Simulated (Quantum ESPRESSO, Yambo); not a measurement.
# AlAs (F-43m): G0W0 with Yambo, start to end, part 2 of 3

Wanted: ground state, empty states, screening and self-energy for AlAs (F-43m).

Quantum ESPRESSO 7.5 and Yambo 5.3.0; PBE and many-body steps on it, plane waves. Known limits of the many-body steps: not at the basis limit; no spin-orbit coupling; coarse k mesh.

So far. Step 2 (Ground state): The gap is indirect, with the least direct gap 0.61 eV higher. Step 3 (Bands along the symmetry lines): The gap is 1.438 eV, as in the run before at this level.

## (4) Empty states on the mesh, 4×4×4 mesh, 115 bands

Level of this step: DFT, PBE, plane waves, norm-conserving pseudopotentials (Quantum ESPRESSO).

The sums over transitions need many empty states on a uniform mesh; this step solves for them.

Contents of pw.in:

```
&control
  calculation = 'nscf'
  prefix = 'x'
  outdir = 'o'
  pseudo_dir = 'pseudo'
/
&system
  ibrav = 0
  nat = 2
  ntyp = 2
  ecutwfc = 100.0
  nbnd = 115
  force_symmorphic = .true.
/
&electrons
  conv_thr = 1e-9
  electron_maxstep = 80
  diago_full_acc = .true.
  diago_thr_init = 5e-6
/
ATOMIC_SPECIES
  Al 26.982 Al.upf
  As 74.922 As.upf
CELL_PARAMETERS angstrom
  0.0000000000 2.8304000000 2.8304000000
  2.8304000000 0.0000000000 2.8304000000
  2.8304000000 2.8304000000 -0.0000000000
ATOMIC_POSITIONS crystal
  Al 0.0000000000 0.0000000000 0.0000000000
  As 0.2500000000 0.2500000000 0.2500000000
K_POINTS automatic
  4 4 4 0 0 0
```

Run with:

```console
$ OMP_NUM_THREADS=1 mpirun -n 4 pw.x -nk 4 -in pw.in > pw.out
```

The log of the run:

```text
[banner, memory and clock lines left out]
Program PWSCF v.7.5 starts

     Atomic positions and unit cell read from directory:
     o/x.save/

     Message from routine setup:
     using ibrav=0 with symmetry is DISCOURAGED, use correct ibrav instead

     G-vector sticks info

     bravais-lattice index     =            0
     lattice parameter (alat)  =       7.5642  a.u.
     unit-cell volume          =     306.0343 (a.u.)^3
     number of atoms/cell      =            2
     number of atomic types    =            2
     number of electrons       =        26.00
     number of Kohn-Sham states=          115
     kinetic-energy cutoff     =     100.0000  Ry
     charge density cutoff     =     400.0000  Ry
     Exchange-correlation= PBE
                           (   1   4   3   4   0   0   0)

     celldm(1)=   7.564177  celldm(2)=   0.000000  celldm(3)=   0.000000
     celldm(4)=   0.000000  celldm(5)=   0.000000  celldm(6)=   0.000000

     crystal axes: (cart. coord. in units of alat)
               a(1) = (   0.000000   0.707107   0.707107 )
               a(2) = (   0.707107   0.000000   0.707107 )
               a(3) = (   0.707107   0.707107  -0.000000 )

     reciprocal axes: (cart. coord. in units 2 pi/alat)
               b(1) = ( -0.707107  0.707107  0.707107 )
               b(2) = (  0.707107 -0.707107  0.707107 )
               b(3) = (  0.707107  0.707107 -0.707107 )
     Pseudo is Norm-conserving + core correction, Zval =  3.0
     Generated using ONCVPSP code by D. R. Hamann
     Using radial grid of 1876 points,  6 beta functions with:
     Pseudo is Norm-conserving + core correction, Zval = 23.0
     Generated using ONCVPSP code by D. R. Hamann
     Using radial grid of 1358 points,  6 beta functions with:
     Al                3.00    26.98200     Al( 1.00)
     As               23.00    74.92200     As( 1.00)

     24 Sym. Ops. (no inversion) found

   Cartesian axes

     site n.     atom                  positions (alat units)
         1        Al     tau(   1) = (   0.0000000   0.0000000   0.0000000  )
         2        As     tau(   2) = (   0.3535534   0.3535534   0.3535534  )

     number of k points=     8
                       cart. coord. in units 2pi/alat
        k(    1) = (   0.0000000   0.0000000   0.0000000), wk =   0.0312500
        k(    2) = (   0.1767767   0.1767767  -0.1767767), wk =   0.2500000
        k(    3) = (  -0.3535534  -0.3535534   0.3535534), wk =   0.1250000
[...]
k(    7) = (  -0.7071068   0.0000000   0.0000000), wk =   0.0937500
        k(    8) = (  -0.7071068   0.3535534   0.0000000), wk =   0.1875000

     Dense  grid:    41151 G-vectors     FFT dimensions: (  50,  50,  50)

     The potential is recalculated from file :
     o/x.save/charge-density

     Starting wfcs are   17 randomized atomic wfcs +   98 random wfcs

     Band Structure Calculation

     End of band structure calculation

          k = 0.0000 0.0000 0.0000 (  5065 PWs)   bands (ev):

  -176.9881-120.3709-120.3709-120.3709 -27.3877 -27.3877 -27.3877 -27.3771
   -27.3771  -4.8705   6.9991   6.9991   6.9991   9.0493  11.2909  11.2909
    11.2909  15.8858  16.0431  16.0431  18.4536  18.4536  18.4536  21.9189
    30.7849  30.7849  30.7849  32.7010  32.7010  33.0629  33.0629  33.0629
[...]
[... 3 further rows ...]
[...]
93.5603  94.2387  94.2387

          k = 0.1768 0.1768-0.1768 (  5168 PWs)   bands (ev):

  -176.9881-120.3709-120.3709-120.3709 -27.3876 -27.3873 -27.3873 -27.3771
[...]
[... 3 further rows ...]
[...]
97.2695  97.2695  97.7171

          k =-0.3536-0.3536 0.3536 (  5168 PWs)   bands (ev):

  -176.9881-120.3709-120.3709-120.3709 -27.3874 -27.3868 -27.3868 -27.3770
[...]
67.3176  69.4646  69.4646  69.7698  70.2946  70.2946  71.7273  72.7774
     [... 3 further rows ...]
    91.3162  92.1459  92.3070  93.6685  94.3954  94.4993  94.4993  94.5393
    94.5393  95.5738  97.1442

          k = 0.3536 0.0000 0.0000 (  5105 PWs)   bands (ev):

     [... further k-points ...]

     highest occupied, lowest unoccupied level (ev):     6.9991    8.4373

     XML data file, pseudopotentials, collected wavefunctions
```

Elapsed: 11 s, on 4 MPI ranks of Arm Neoverse V1, shared host; peak memory 0.41 GiB.

Numbers from this step:

```
gap                                                           : 1.438 eV
k of the valence top                                          : 0, 0, 0
k of the conduction bottom                                    : 0, -0.5, -0.5
least direct gap                                              : 2.050 eV
k points computed                                             : 8
lowest point of the top converged band, above the valence top : 87.2396 eV
```

On this mesh the gap is 1.438 eV.

## (5) Conversion and set-up

This step: Yambo 5.3.0; conversion and set-up on PBE, plane waves, norm-conserving pseudopotentials.

The states are converted to the many-body program's format and the q mesh is built.

Run with:

```console
$ (cd o/x.save; p2y > p2y.log; mv SAVE ../..); yambo > setup.log
```

The log of the run:

```text
 Yambo, version 5.3.0

 [02] CORE Variables Setup
 =========================

  [02.01] Unit cells
  ==================

  Cell kind             :  FCC
  Atoms in the cell     :  Al  As
  number of Al atoms    :  1
  number of As atoms    :  1

  List of atomic masses
  Mass of Al    :  26.98200
  Mass of As    :  74.92200

  List of atomic coordinates    : [cc]
  Al1       :  0.000000  0.000000  0.000000  order 1
  As1       :  2.674340  2.674340  2.674340  order 2

  Alat factors          :  5.348681  5.348681  5.348681 [a.u.]
  Direct lattice volume :  306.0343 [a.u.]
  Direct lattice vectors:  A[ 1 ]  A[ 2 ]  A[ 3 ]
   A[ 1 ]:  0.000000  1.000000  1.000000  [iru]
   0.000000  5.348681  5.348681  [cc]
   A[ 2 ]:  1.000000  0.000000  1.000000  [iru]
   5.348681  0.000000  5.348681  [cc]
   A[ 3 ]:  1.000000  1.000000 -0.000000  [iru]
   5.348681  5.348681 -0.000000  [cc]

  Recip. lattice volume :  0.810531 [a.u.]
  Recip. lattice vectors:  B[ 1 ]  B[ 2 ]  B[ 3 ]
   B[ 1 ]: -0.500000  0.500000  0.500000  [iku]
  -0.587358  0.587358  0.587358  [cc]
   B[ 2 ]:  0.500000 -0.500000  0.500000  [iku]
   0.587358 -0.587358  0.587358  [cc]
   B[ 3 ]:  0.500000  0.500000 -0.500000  [iku]
   0.587358  0.587358 -0.587358  [cc]

  [02.02] Symmetries
  ==================

  Inversion symmetry    : yes
  Spatial inversion     : no
  Inversion index       :  25
  K-space Time-reversal : yes
  Magnetic symmetries   : no
  Time-reversal derived K-space symmetries:   25   48
  Group table correct   : yes
  Symmetries units      :  [cc]

   [S  1]:   1.0000      0.42730E-17  0.42730E-17  0.42730E-17   1.0000     -0.42730E-17 -0.42730E-17 -0.42730E-17   1.0000
   [S  2]:  -1.0000     -0.42730E-17  0.42730E-17 -0.42730E-17  -1.0000     -0.42730E-17  0.42730E-17  0.42730E-17   1.0000
   [S  3]:  -1.0000      0.42730E-17 -0.42730E-17 -0.42730E-17   1.0000      0.42730E-17  0.42730E-17 -0.42730E-17  -1.0000
[...]
[S  9]:  0.42730E-17   1.0000      0.42730E-17 -0.42730E-17  0.42730E-17   1.0000       1.0000     -0.42730E-17 -0.42730E-17
   [S 10]:  0.42730E-17  -1.0000     -0.42730E-17 -0.42730E-17 -0.42730E-17  -1.0000       1.0000      0.42730E-17  0.42730E-17
     [... 36 further rows ...]
   [S*47]:   1.0000      0.42730E-17 -0.42730E-17  0.42730E-17 -0.42730E-17  -1.0000     -0.42730E-17   1.0000      0.42730E-17
   [S*48]:   1.0000     -0.42730E-17  0.42730E-17  0.42730E-17  0.42730E-17   1.0000     -0.42730E-17  -1.0000     -0.42730E-17

  [02.03] Reciprocal space
  ========================

  nG shells         :   388
  nG charge         :   41151
  nG WFs            :   6151
  nC WFs            :   5190
  G-vecs. in first 38 shells:  [ Number ]
     1    9   15   27   51   59   65   89  113
    137   169   181   229   259   283   307   331   339
    387   411   459   531   537   561   609   645   701
[...]
1139  1211
  ...
[...]
K/Q-points units:
  rlu = crystal or reduced units; cc = cartesian coordinates; iku = interal k-units

  K [1]          [rlu]:  0.000000  0.000000  0.000000
         WF components:   5065
  K [2]          [rlu]: -0.99003E-17  0.39775E-17  0.25000
         WF components:   5168
  K [3]          [rlu]:  0.19801E-16 -0.79550E-17 -0.50000
         WF components:   5168
  K [4]          [rlu]: -0.97223E-17  0.25000      0.25000
         WF components:   5105
  K [5]          [rlu]: -0.11933E-16  0.25000     -0.50000
         WF components:   5179
  [... 2 further k-points ...]
  K [8]          [rlu]:  0.250000 -0.500000 -0.250000
         WF components:   5180

  [02.05] Energies & Occupations
  ==============================

  [X] === General ===
  [X] Electronic Temperature                        :  0.000000  0.000000 [eV K]
  [X] Bosonic    Temperature                        :  0.000000  0.000000 [eV K]
  [X] Finite Temperature mode                       : no
  [X] El. density                                   :  0.57332E+24 [cm-3]
  [X] Fermi Level                                   :  6.999082 [eV]

  [X] === Gaps and Widths ===
  [X] Conduction Band Min                           :  1.438227 [eV]
  [X] Valence Band Max                              :  0.000000 [eV]
  [X] Filled Bands                                  :  13
  [X] Empty Bands                                   :   14  115
  [X] Direct Gap                                    :  2.050208 [eV]
  [X] Direct Gap localized at k                     :  1
  [X] Indirect Gap                                  :  1.438227 [eV]
  [X] Indirect Gap between kpts                     :   1   7
  [X] Last valence band width                       :  2.822586 [eV]
  [X] 1st conduction band width                     :  2.893526 [eV]

  E @ K [1]:  [eV]
  -183.9871 -127.3699 -127.3699 -127.3699  -34.3868  -34.3868  -34.3868  -34.3762
   -34.376      -11.870     -0.43077E-09 -0.28472E-09   0.0000       2.0502       4.2918       4.2918
    4.29183   8.88674   9.04406   9.04406  11.45451  11.45451  11.45451  14.91981
[...]
occ @ K [1]
[...]
E @ K [2]:  [eV]
[...]
occ @ K [2]
[...]
E @ K [3]:  [eV]
[...]
occ @ K [3]
[...]
E @ K [4]:  [eV]
[...]
occ @ K [4]
[...]
E @ K [5]:  [eV]
[...]
occ @ K [5]
[...]
[... 2 further k-points ...]
  E @ K [8]:  [eV]
[...]
occ @ K [8]
[...]
0.000000  0.000000  0.000000  0.000000  0.000000  0.000000  0.000000  0.000000
   0.000000  0.000000  0.000000  0.000000  0.000000  0.000000  0.000000  0.000000

 [03] Transferred momenta grid and indexing
 ==========================================

 IBZ Q-points                                      :   8
 BZ  Q-points                                      :   64

 K/Q-points units:
 rlu = crystal or reduced units; cc = cartesian coordinates; iku = interal k-units

 Q [1]          [rlu]:  0.000000  0.000000  0.000000
 Q [2]          [rlu]:  0.81056E-17  0.81056E-17  0.25000
 Q [3]          [rlu]: -0.16211E-16 -0.16211E-16 -0.50000
[...]
Q [7]          [rlu]:  0.19445E-16 -0.50000     -0.50000
 Q [8]          [rlu]:  0.250000 -0.500000 -0.250000

  [03.01] X indexes
  =================

   [03.01.01] Sigma indexes
   ========================

 [06] Game Over & Game summary
```

Wall time 3.1 s (1 MPI rank); peak memory 0.25 GiB.

(Part 2 of 3 ends here.)

[Paths, hosts, dates, memory and timing lines, banners, echoed tables and standing remarks are left out of the program output.]

[Logs are printed without paths, hosts, clocks, repeated set-up lines and the standing remarks that a program may print on its own settings, such as how far it seeks lower states.]

[Runs of the session that timed out or met a known fault of the program may be left out.]

[Hosts, paths, dates, database ids (printed as entryN), source tags and the programs' standing remarks are cut or masked in the printed files.]
